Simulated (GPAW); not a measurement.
# Au (Im-3m) in GPAW: further runs

The runs below take Au through band structure, equation of state, with PBEsol, LDA.

Program: GPAW 26.7.0. These are calculated values, not measurements. Logs are shortened: lines on timing, memory, paths and dates and some standing lists are left out, and cuts for length are marked. The log counts tension as positive stress, the text compression.

## 1. The crystal as given

Symmetry: Im-3m, No. 229, cubic system. Conventional cell: a = 3.315 Å, b = 3.315 Å, c = 3.315 Å, α = 90.00°, β = 90.00°, γ = 90.00°. Au (site symmetry m-3m) is surrounded by 8 Au at 2.87 Å.

This isn't the form of Au at room conditions, which is fcc.

## 2. Band structure, PBEsol

Input file run.py:

```python
from ase import Atoms
from ase.dft.bandgap import bandgap
from ase.io import write
from ase.units import GPa
from gpaw import GPAW, PW, setup_paths

setup_paths.insert(0, '.')

atoms = Atoms(['Au'],
              cell=[[-1.657269, 1.657269, 1.657269],
                    [1.657269, -1.657269, 1.657269],
                    [1.657269, 1.657269, -1.657269]],
              scaled_positions=[[0.0, 0.0, 0.0]],
              pbc=True)

calc = GPAW(mode=PW(600),
            xc='PBEsol',
            kpts={'size': (11, 11, 11), 'gamma': True},
            occupations={'name': 'fermi-dirac', 'width': 0.05},
            nbands=14,
            convergence={'density': 1e-05, 'energy': 1e-05},
            maxiter=150,
            txt='gpaw.txt')
atoms.calc = calc
energy = atoms.get_potential_energy()
forces = atoms.get_forces()
stress = atoms.get_stress()
calc.write('gs.gpw')
write('result.traj', atoms)
print(f'Energy: {energy:.6f} eV')
print('Forces (eV/A):')
print(forces.round(4))
print('Stress (GPa):', (stress / GPa).round(3))
print('Fermi level:', round(calc.get_fermi_level(), 4), 'eV')
print(f'Gap: {bandgap(calc)[0]:.4f} eV, direct: {bandgap(calc, direct=True)[0]:.4f} eV')

path = atoms.cell.bandpath('GHNGPH,PN', npoints=100, eps=1e-4)
bs_calc = calc.fixed_density(kpts=path, symmetry='off', nbands=21,
                             convergence={'bands': 'CBM+6.0', 'eigenstates': 1e-6}, txt='bands.txt')
bs = bs_calc.band_structure()
bs.write('bs.json')
print(f'Gap on the path: {bandgap(bs_calc)[0]:.4f} eV')
```

Potentials or basis: PAW data sets generated in the run's folder for this functional, pw.

Started as:

```sh
$ gpaw-setup -f PBEsol Au
$ OMP_NUM_THREADS=1 python run.py
```

gpaw.txt:

```text
__  _  _
 | _ |_)|_||  |
 |__||  | ||/\| - 26.7.0

Input parameters:
  mode=PW(ecut=600.0),
  convergence={'density': 1e-05, 'energy': 1e-05},
  kpts=MonkhorstPack(size=(11, 11, 11), gamma=True),
  maxiter=150,
  nbands=14,
  occupations=Occupations(name='fermi-dirac', width=0.05),
  xc=XC(name='PBEsol')

Diagonalizing LCAO Hamiltonian
Converting LCAO to pw mode

       Au

Atoms  # Å, Bohr magnetons
|   | symbol |        x |        y |        z |    initial magnetic moments |
|---|--------|----------|----------|----------|-----------------------------|
| 0 |     Au | 0.000000 | 0.000000 | 0.000000 | ( 0.0000,  0.0000,  0.0000) |

Unit cell  # Å
| periodic |         x |         y |         z |  lengths |     angles |
|----------|-----------|-----------|-----------|----------|------------|
|      yes | -1.657269 |  1.657269 |  1.657269 | 2.870474 | 109.471221 |
|      yes |  1.657269 | -1.657269 |  1.657269 | 2.870474 | 109.471221 |
|      yes |  1.657269 |  1.657269 | -1.657269 | 2.870474 | 109.471221 |

Number of symmetries: 48
Symmetry operations  # r_c * U_cc + t_c -> r_c
|    | kind |            matrix            |
|----|------|------------------------------|
|  0 |  σ   |  1, 1, 1,  0, 0,-1,  0,-1, 0 |
|  1 |  C4  |  1, 1, 1,  0, 0,-1, -1, 0, 0 |
|  2 |  C2  |  1, 1, 1,  0,-1, 0,  0, 0,-1 |
|  3 |  S6  |  1, 1, 1,  0,-1, 0, -1, 0, 0 |
|  4 |  S6  |  1, 1, 1, -1, 0, 0,  0, 0,-1 |
|  5 |  C4  |  1, 1, 1, -1, 0, 0,  0,-1, 0 |
|  6 |  E   |  1, 0, 0,  0, 1, 0,  0, 0, 1 |
|  7 |  σ   |  1, 0, 0,  0, 1, 0, -1,-1,-1 |
|  8 |  σ   |  1, 0, 0,  0, 0, 1,  0, 1, 0 |
|  9 |  C3  |  1, 0, 0,  0, 0, 1, -1,-1,-1 |
| 10 |  C3  |  1, 0, 0, -1,-1,-1,  0, 1, 0 |
| 11 |  σ   |  1, 0, 0, -1,-1,-1,  0, 0, 1 |
| 12 |  σ   |  0, 1, 0,  1, 0, 0,  0, 0, 1 |
| 13 |  C2  |  0, 1, 0,  1, 0, 0, -1,-1,-1 |
| 14 |  C3  |  0, 1, 0,  0, 0, 1,  1, 0, 0 |
| 15 |  S4  |  0, 1, 0,  0, 0, 1, -1,-1,-1 |
| 16 |  S4  |  0, 1, 0, -1,-1,-1,  1, 0, 0 |
| 17 |  C3  |  0, 1, 0, -1,-1,-1,  0, 0, 1 |
| 18 |  C3  |  0, 0, 1,  1, 0, 0,  0, 1, 0 |
| 19 |  S4  |  0, 0, 1,  1, 0, 0, -1,-1,-1 |
| 20 |  σ   |  0, 0, 1,  0, 1, 0,  1, 0, 0 |
| 21 |  C3  |  0, 0, 1,  0, 1, 0, -1,-1,-1 |
| 22 |  C2  |  0, 0, 1, -1,-1,-1,  1, 0, 0 |
| 23 |  S4  |  0, 0, 1, -1,-1,-1,  0, 1, 0 |
| 24 |  C4  |  0, 0,-1,  1, 1, 1,  0,-1, 0 |
| 25 |  σ   |  0, 0,-1,  1, 1, 1, -1, 0, 0 |
| 26 |  S6  |  0, 0,-1,  0,-1, 0,  1, 1, 1 |
| 27 |  C2  |  0, 0,-1,  0,-1, 0, -1, 0, 0 |
| 28 |  C4  |  0, 0,-1, -1, 0, 0,  1, 1, 1 |
| 29 |  S6  |  0, 0,-1, -1, 0, 0,  0,-1, 0 |
| 30 |  S6  |  0,-1, 0,  1, 1, 1,  0, 0,-1 |
| 31 |  C4  |  0,-1, 0,  1, 1, 1, -1, 0, 0 |
| 32 |  C4  |  0,-1, 0,  0, 0,-1,  1, 1, 1 |
| 33 |  S6  |  0,-1, 0,  0, 0,-1, -1, 0, 0 |
| 34 |  σ   |  0,-1, 0, -1, 0, 0,  1, 1, 1 |
| 35 |  C2  |  0,-1, 0, -1, 0, 0,  0, 0,-1 |
| 36 |  C2  | -1, 0, 0,  1, 1, 1,  0, 0,-1 |
| 37 |  S6  | -1, 0, 0,  1, 1, 1,  0,-1, 0 |
| 38 |  S6  | -1, 0, 0,  0, 0,-1,  1, 1, 1 |
| 39 |  C2  | -1, 0, 0,  0, 0,-1,  0,-1, 0 |
| 40 |  C2  | -1, 0, 0,  0,-1, 0,  1, 1, 1 |
| 41 |  i   | -1, 0, 0,  0,-1, 0,  0, 0,-1 |
| 42 |  S4  | -1,-1,-1,  1, 0, 0,  0, 1, 0 |
| 43 |  C3  | -1,-1,-1,  1, 0, 0,  0, 0, 1 |
| 44 |  C3  | -1,-1,-1,  0, 1, 0,  1, 0, 0 |
| 45 |  σ   | -1,-1,-1,  0, 1, 0,  0, 0, 1 |
| 46 |  S4  | -1,-1,-1,  0, 0, 1,  1, 0, 0 |
| 47 |  C2  | -1,-1,-1,  0, 0, 1,  0, 1, 0 |

BZ-sampling:
  Number of BZ points: 1331
  Number of IBZ points: 56

  Monkhorst-Pack size: [11, 11, 11]
  Monkhorst-Pack shift: [0, 0, 0]

K-points  # in reciprocal-cell coordinates
|     |                                coordinates |     weight |
|-----|--------------------------------------------|------------|
|   0 | (  0.00000000,   0.00000000,   0.00000000) | 0.00075131 |
|   1 | (  0.09090909,   0.00000000,   0.00000000) | 0.00901578 |
|   2 | (  0.09090909,   0.09090909,  -0.09090909) | 0.00450789 |
|   3 | (  0.18181818,   0.00000000,  -0.09090909) | 0.01803156 |
|   4 | (  0.18181818,   0.00000000,   0.00000000) | 0.00901578 |
|   5 | (  0.18181818,   0.09090909,  -0.09090909) | 0.01803156 |
|   6 | (  0.18181818,   0.18181818,  -0.18181818) | 0.00450789 |
|   7 | (  0.27272727,  -0.09090909,  -0.09090909) | 0.00601052 |
|   8 | (  0.27272727,   0.00000000,  -0.09090909) | 0.03606311 |
|   9 | (  0.27272727,   0.00000000,   0.00000000) | 0.00901578 |
| ... |                                            |            |
|  55 | (  0.45454545,   0.45454545,   0.45454545) | 0.00601052 |

Plane wave coefficients: 621
Cutoff: 600.0 eV

Spin-components: 1 (collinear spins)
Bands:           14
Projectors:      6
Spin-degeneracy: 2
Datatype:        complex128

Parallelization:
  kpt:    1
  domain: 1
  band:   1

Density:
  Valence electrons: 11.0
  Components: 1
  Grid points: [18 18 18]
  Charge: 0.0  # |e|

Potential:
  Grid points: [18 18 18]

species:
  Au:
    name:    Gold
    Z:       79.0
    valence: 11
    core:    68
    charge:  0.0  # [|e|]
    compensation charges:
      type: gauss
      rc: 0.42  # [Å]
      lmax: 2
    cutoffs:
      filter: 2.33  # [Å]
      core: 2.81  # [Å]
    projectors
    | kind |    occ | energy [eV] | rcut [Å] |
    |------|--------|-------------|----------|
    |   6s |  1.000 |      -5.766 |    1.323 |
    |   6p |  0.000 |      -0.708 |    1.323 |
    |   5d | 10.000 |      -6.915 |    1.323 |
    |    s |        |      21.446 |    1.323 |
    |    p |        |      26.504 |    1.323 |
    |    d |        |      20.296 |    1.323 |

    Using partial waves for Au as LCAO basis

Reference energy: -516455.655722  # eV

eigensolver:
  PPCG
  Converge bands: occupied
  niter=2

density mixing:
  MSR1-Mixer
  Pratt-step length: 0.05
  Maximum mixing coefficient: 0.75
  Old densities: 10
  SVD Regularization: 0.005
  Good broyden scale: 1.0
  Trust region scale: 1.0
  Backstep threshold: 4.0
  History deletion threshold: 6.0
  Fourier metric: weight=20.0, sigma=0.015

occupation numbers:
  Fermi-Dirac:
    width: 0.0500  # eV

poisson solver:
  ecut: 4800.0  # eV

xc functional:
  name: PBEsol with 2 nearest neighbor stencil

convergence criteria:
- Maximum integral of absolute [dens]ity change: 1e-05 electrons / valence electron
- Maximum [total energy] change in last 3 cyles: 1e-05 eV / valence electron
- Maximum integral of absolute [eigenst]ate change: 4e-08 eV^2 / valence electron
maximum number of iterations: 150

SCF iterations
|iter     | |      energy | eigst |  dens |
|---------|-|-------------|-------|-------|
|iter:   1| |   -4.120871 | -0.46 |       |
|iter:   2| |   -4.047705 | -2.89 | -1.06 |
|iter:   3| |   -3.786403 | -2.14 | -1.11 |
|iter:   4| |   -3.784036 | -4.41 | -2.05 |
|iter:   5| |   -3.783258 | -4.44 | -2.34 |
|iter:   6| |   -3.783258 | -7.51c| -3.87 |
|iter:   7| |   -3.783258c| -7.53c| -4.20 |
|iter:   8| |   -3.783258c| -8.96c| -5.24c|

Converged in 8 steps
Energy contributions relative to reference atoms: (reference = -516455.655722)

Energy contributions:
  Kinetic:         -13.998273
  Coulomb:          11.792209
  Zero:              0.141913
  External:          0.000000
  Xc:               -1.716096
  Entropy:          -0.006021
  Spinorbit:         0.000000
  ----------------------------
  Free energy:      -3.786269
  Extrapolated:     -3.783258

dipole moment: (-5.669790, -5.669790, -5.669790)  # |e|*Ang

Fermi level: 8.552
Eigenvalues  # (at kpt = [0.000, 0.000, 0.000])
| band index |      eig [eV] | occ [0-2] |
|------------|---------------|-----------|
|          0 |        -0.535 |     2.000 |
|          1 |         4.178 |     2.000 |
|          2 |         4.178 |     2.000 |
|          3 |         4.178 |     2.000 |
|          4 |         5.919 |     2.000 |
|          5 |         5.919 |     2.000 |
|          6 |        26.336 |     0.000 |
|          7 |        26.336 |     0.000 |
|          8 |        26.336 |     0.000 |
|          9 |        32.061 |     0.000 |
|         10 |        32.061 |     0.000 |
|         11 |        32.061 |     0.000 |
|         12 |        32.987 |     0.000 |
|         13 |        32.987 |     0.000 |

No gap
No difference between direct/indirect transitions

Forces  # eV/Ang
|       x |       y |       z |
|---------|---------|---------|
| 0.00000 | 0.00000 | 0.00000 |  # Au   0

Stress tensor  # eV/Ang^3
|        x |         y |         z |
|----------|-----------|-----------|
| 0.042180 |  0.000000 |  0.000000 |
| 0.000000 |  0.042180 | -0.000000 |
| 0.000000 | -0.000000 |  0.042180 |

# Writing to gs.gpw (mode='')
```

It took 29 s on 1 thread of Arm Neoverse V1, shared host; peak memory 0.18 GiB.

What came out:

| Quantity | Value |
| --- | --- |
| Free energy | -3.7863 eV |
| Pressure | -6.8 GPa |
| Band gap along the path | none (metal or under the smearing width) |

Levels at the corners of the path, in eV from the Fermi level:
| point | band 2 | band 3 | band 4 | band 5 | band 6 | band 7 | band 8 |
| --- | --- | --- | --- | --- | --- | --- | --- |
| Γ | -4.37 | -4.37 | -4.37 | -2.63 | -2.63 | 17.78 | 17.78 |
| H | -6.13 | -1.59 | -1.59 | -1.59 | 6.43 | 6.43 | 6.43 |
| N | -5.36 | -2.77 | -2.46 | -1.25 | -0.30 | 3.36 | 12.99 |
| Γ | -4.37 | -4.37 | -4.37 | -2.63 | -2.63 | 17.78 | 17.78 |
| P | -4.83 | -4.83 | -2.42 | -2.42 | 2.92 | 7.06 | 7.06 |
| H | -6.13 | -1.59 | -1.59 | -1.59 | 6.43 | 6.43 | 6.43 |
| P | -4.83 | -4.83 | -2.42 | -2.42 | 2.92 | 7.06 | 7.06 |
| N | -5.36 | -2.77 | -2.46 | -1.25 | -0.30 | 3.36 | 12.99 |

Caveat: with this Au data set, volumes or pressures lay over 1.5 % or 2 GPa off other programs in two to four cells of ten; spin-orbit coupling is left out, which moves the levels of the heavy elements.

## 3. Band structure, LDA

Changes to run.py since step 2:

```diff
@@ -4,5 +4,3 @@
 from ase.units import GPa
-from gpaw import GPAW, PW, setup_paths
-
-setup_paths.insert(0, '.')
+from gpaw import GPAW, PW
 
@@ -16,3 +14,3 @@
 calc = GPAW(mode=PW(600),
-            xc='PBEsol',
+            xc='LDA',
             kpts={'size': (11, 11, 11), 'gamma': True},
```

Potentials or basis: the program's PAW data sets (release 1.2.1) made for this functional, pw.

Started as:

```sh
$ OMP_NUM_THREADS=1 python run.py
```

It took 26 s on 1 thread of Arm Neoverse V1, shared host; peak memory 0.18 GiB.

It converged, with:

- Free energy: -4.2924 eV
- Pressure: -10.6 GPa
- Band gap along the path: none (metal or under the smearing width)

Levels at the corners of the path, in eV from the Fermi level:
| point | band 2 | band 3 | band 4 | band 5 | band 6 | band 7 | band 8 |
| --- | --- | --- | --- | --- | --- | --- | --- |
| Γ | -4.37 | -4.37 | -4.37 | -2.61 | -2.61 | 18.05 | 18.05 |
| H | -6.11 | -1.57 | -1.57 | -1.57 | 6.44 | 6.44 | 6.44 |
| N | -5.35 | -2.75 | -2.44 | -1.23 | -0.28 | 3.32 | 13.12 |
| Γ | -4.37 | -4.37 | -4.37 | -2.61 | -2.61 | 18.05 | 18.05 |
| P | -4.82 | -4.82 | -2.40 | -2.40 | 2.85 | 7.10 | 7.10 |
| H | -6.11 | -1.57 | -1.57 | -1.57 | 6.44 | 6.44 | 6.44 |
| P | -4.82 | -4.82 | -2.40 | -2.40 | 2.85 | 7.10 | 7.10 |
| N | -5.35 | -2.75 | -2.44 | -1.23 | -0.28 | 3.32 | 13.12 |

Caveat: with this Au data set, volumes or pressures lay over 1.5 % or 2 GPa off other programs in two to four cells of ten; spin-orbit coupling is left out, which moves the levels of the heavy elements.

## 4. Equation of state, LDA

Input file run.py:

```python
from ase import Atoms
from ase.eos import EquationOfState
from ase.io import Trajectory
from ase.units import GPa
from gpaw import GPAW, PW

atoms = Atoms(['Au'],
              cell=[[-1.657269, 1.657269, 1.657269],
                    [1.657269, -1.657269, 1.657269],
                    [1.657269, 1.657269, -1.657269]],
              scaled_positions=[[0.0, 0.0, 0.0]],
              pbc=True)

traj = Trajectory('eos.traj', 'w')
volumes, energies = [], []
for x in [0.94, 0.96, 0.98, 1.0, 1.02, 1.04, 1.06]:
    a = atoms.copy()
    a.set_cell(atoms.cell * x**(1 / 3), scale_atoms=True)
    calc = GPAW(mode=PW(600),
                xc='LDA',
                kpts={'size': (11, 11, 11), 'gamma': True},
                occupations={'name': 'fermi-dirac', 'width': 0.05},
                nbands=14,
                convergence={'density': 1e-05, 'energy': 1e-05},
                maxiter=150,
                txt=f'eos-{x:.2f}.txt')
    a.calc = calc
    energies.append(a.get_potential_energy(force_consistent=True))
    volumes.append(a.get_volume())
    p = -a.get_stress()[:3].mean() / GPa
    calc.write(f'eos-{x:.2f}.gpw')
    traj.write(a)
    print(f'{x:.2f} {volumes[-1]:10.4f} A^3 {energies[-1]:14.6f} eV {p:9.3f} GPa', flush=True)

v0, e0, B = EquationOfState(volumes, energies, eos='birchmurnaghan').fit()
print(f'V0 = {v0:.4f} A^3, E0 = {e0:.6f} eV, B0 = {B / GPa:.2f} GPa')
```

Started as:

```sh
$ OMP_NUM_THREADS=1 python run.py
```

It took 67 s on 1 thread of Arm Neoverse V1, shared host; peak memory 0.18 GiB.

Results (log left out):

```yaml
Equilibrium_volume: "16.97 Å³/atom (rough: see the caveat)"
Bulk_modulus: 183 GPa (rough)
```

Energy against volume, from the lowest point:
| volume (Å³/atom) | energy (meV/atom) |
| --- | --- |
| 17.115 | 0.00 |
| 17.479 | 7.56 |
| 17.843 | 22.46 |
| 18.207 | 43.66 |
| 18.571 | 70.29 |
| 18.935 | 101.61 |
| 19.299 | 136.97 |

Caveat: with this Au data set, volumes or pressures lay over 1.5 % or 2 GPa off other programs in two to four cells of ten; the minimum lies outside the volumes run. The run has no spin-orbit coupling, so splittings on Au are missing.

## 5. For comparison

An earlier run on the cell as given: functional PBEsol; potentials or basis PAW data sets generated in the run's folder for this functional; cutoff 600 eV; basis pw; k mesh 11 × 11 × 11; occupations fermi-dirac, width 0.05 eV; no spin polarisation.

* Pressure: -6.8 GPa
* Band gap on the k mesh: none (metal or under the smearing width)

## 6. The runs side by side

| task | level | potentials or basis | band path | band points | pressure (GPa) |
| --- | --- | --- | --- | --- | --- |
| band structure | PBEsol | PAW data sets generated in the run's folder for this functional, pw | GHNGPH,PN | 100 | -6.8 |
| band structure | LDA | the program's PAW data sets (release 1.2.1) made for this functional, pw | GHNGPH,PN | 100 | -10.6 |
| equation of state | LDA | the program's PAW data sets (release 1.2.1) made for this functional, pw | - | - | - |
| single point | PBEsol | PAW data sets generated in the run's folder for this functional, pw | - | - | -6.8 |

Alike in all rows: no spin polarisation; cell as given; k mesh 11 × 11 × 11; cutoff (eV) 600; smearing fermi-dirac 0.05 eV.

Caveats: with this Au data set, volumes or pressures lay over 1.5 % or 2 GPa off other programs in two to four cells of ten; spin-orbit coupling is left out, which moves the levels of the heavy elements (some runs); the minimum lies outside the volumes run (some runs).

Total energies depend on the potentials used, so only differences within one code and one set of settings carry meaning.
